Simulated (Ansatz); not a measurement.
## HfSiO4: 17O NMR of the central transition

Cell: a COD entry, its atoms then relaxed with PBE in this cell.

```
Hf Si O
1.0
    -3.28625    3.28625    2.98160
     3.28625   -3.28625    2.98160
     3.28625    3.28625   -2.98160
Hf Si O
2 2 8
Direct
  0.75000 0.25000 0.50000
  0.00000 0.00000 0.00000
  0.25000 0.75000 0.50000
  0.50000 0.50000 0.00000
  0.13400 0.31928 0.81472
  0.06928 0.75456 0.68528
  0.50456 0.31928 0.18528
  0.06928 0.38400 0.31472
  0.61600 0.93072 0.68528
  0.68072 0.86600 0.18528
  0.24544 0.93072 0.31472
  0.68072 0.49544 0.81472
```

Atom numbers follow the list; atoms alike are taken as one site, whose name carries the number of the first.

Level of theory: DFT, PBEsol, plane waves and PAW, scalar-relativistic, 420 eV cutoff, Γ-centred 7×7×7 k-points, Fermi–Dirac smearing 0.02 eV (Ansatz 0.2.0).

17O has I = 5/2 and Q = -25.58 mb (Pyykkö 2018); at 7.05 T its Larmor frequency is ν₀ = 40.7 MHz. Only the quadrupole interaction is simulated: positions count from each site's isotropic chemical shift, and J coupling is left out, as are shift anisotropy and dipolar coupling, which fast spinning averages.

Question: Simulate the second-order pattern (fast magic-angle spinning, Gaussian broadening 0.1 kHz) of site O (1 Si at 1.63 Å, 2 Hf at 2.11–2.26 Å).

Answer: The calculation gives C_Q = -2.84 MHz and η = 0.88, so ν_Q = 0.426 MHz and the centre of gravity lies at -36.7 ppm (-1.49 kHz).

offset (kHz), height and a bar:
```
   -3.539          0 
   -3.418          1 
   -3.298          7 ##
   -3.177         13 ####
   -3.057         18 #####
   -2.936         19 ######
   -2.815         20 ######
   -2.695         21 ######
   -2.574         22 #######
   -2.454         23 #######
   -2.333         25 ########
   -2.213         27 ########
   -2.092         29 #########
   -1.971         34 ##########
   -1.851         65 ####################
   -1.730        100 ##############################
   -1.610         97 #############################
   -1.489         95 #############################
   -1.368         72 ######################
   -1.248         58 #################
   -1.127         51 ###############
   -1.007         45 ##############
   -0.886         41 ############
   -0.765         38 ############
   -0.645         36 ###########
   -0.524         34 ##########
   -0.404         32 ##########
   -0.283         30 #########
   -0.163         29 #########
   -0.042         20 ######
    0.079          2 
    0.199          0
```

Without spin–orbit coupling the gradients at and beside Hf can be off by some per cent, at some sites by more.

The run took 6.2 s of wall time (20 s of CPU time) and 0.79 GiB at its peak, on 4 threads of Intel Xeon Platinum 8488C (Sapphire Rapids) (x86_64; 16 cores open to the job, memory cap 8.0 GiB, no GPU), a shared host with a load of 0.5 a core.
